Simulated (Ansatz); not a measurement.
**Si2Mo: pressure up to the limit of the methods**

The task here is to estimate one member of a computed series from the others.

Method: DFT, LDA, PAW with Ansatz's default frozen-core files, scalar-relativistic, in Ansatz 0.2.0.

## The structure to begin with

Symmetry: I4/mmm, No. 139, tetragonal system. The conventional cell has a = 3.100 Å, b = 3.100 Å, c = 7.596 Å, α = 90.00°, β = 90.00°, γ = 90.00°. Around Mo (site symmetry 4/mmm) lie 10 Si at 2.53 to 2.54 Å. Si (site symmetry 4mm) has 5 Si at 2.51 to 2.54 Å and 5 Mo at 2.53 to 2.54 Å in its first shell of neighbours.

Coordinates:

```
Mo Si
1.0
    -1.55022    1.55022    3.79803
     1.55022   -1.55022    3.79803
     1.55022    1.55022   -3.79803
Mo Si
1 2
Direct
  0.00000 0.00000 0.00000
  0.33500 0.33500 0.00000
  0.66500 0.66500 0.00000
```

Whether this phase is the stable one at these pressures isn't tested.

Atoms are numbered in the order of the input: Mo1, Si2, Si3.

Set-up of the first run:

input.yaml reads:

```yaml
crystal:
  lattice:
    - [-1.5502181398, 1.5502181398, 3.7980344424]
    - [1.5502181398, -1.5502181398, 3.7980344424]
    - [1.5502181398, 1.5502181398, -3.7980344424]
  atoms:
    - { symbol: Mo, position: [0.0, 0.0, 0.0] }
    - { symbol: Si, position: [0.335, 0.335, 0.0] }
    - { symbol: Si, position: [-0.335, -0.335, 0.0] }
kpoints:
  mp_grid: { grid: [15, 15, 15] }
scf:
  occupations: { method: fermi_dirac, width: 0.05 }
hamiltonian:
  xc: lda
  pseudopotentials: { kind: paw }
output:
  forces: true
  stress: true
  write_density: true
  write_potential: true
  elf: true
  volumetric_format: npy
relax:
  f_tol: 0.005
  max_steps: 40
  cell: {}
```

Run with:

```
> ansatz run input.yaml --threads 1 --pin off --max-ram 3072MiB --backend cpu --events-out ev --progress --plain --runs-dir out
```

Steps of the session up to this table: Cell relaxed at zero pressure, PAW; More of the same log: cell relaxed at zero pressure; Volume scaled by 1, PAW; Shape and atoms relaxed at 0.94 of the volume, PAW; Volume scaled by 0.94, PAW; Shape and atoms relaxed at 0.88 of the volume, PAW; Volume scaled by 0.88, PAW; Shape and atoms relaxed at 0.8 of the volume, PAW; Volume scaled by 0.8, PAW; Volume scaled by 0.8, PAW (partial_waves polarizable); Shape and atoms relaxed at 0.72 of the volume, PAW; Volume scaled by 0.72, PAW; Shape and atoms relaxed at 0.62 of the volume, PAW; Volume scaled by 0.62, PAW; Volume scaled by 0.62, PAW (partial_waves polarizable).

One table of the session follows, with a row left open; its other results are not shown here.

```
                         method  volume over the first  volume (Å³/atom)  pressure (GPa)
                            PAW                      1            13.060            0.00
                            PAW                   0.94                 ?               ?
                            PAW                   0.88            11.493           37.94
                            PAW                    0.8            10.448           80.99
                            PAW                   0.72             9.403          148.11
                            PAW                   0.62             8.097          290.32
PAW (partial_waves polarizable)                    0.8            10.448           80.99
PAW (partial_waves polarizable)                   0.62             8.097          290.32
```

**Question.** Estimate the row for PAW, 0.94.

**Answer.** volume (Å³/atom): 12.276; pressure (GPa): 15.93. In the column «volume (Å³/atom)» it lies between PAW, 0.88 (11.493) and PAW, 1 (13.060).
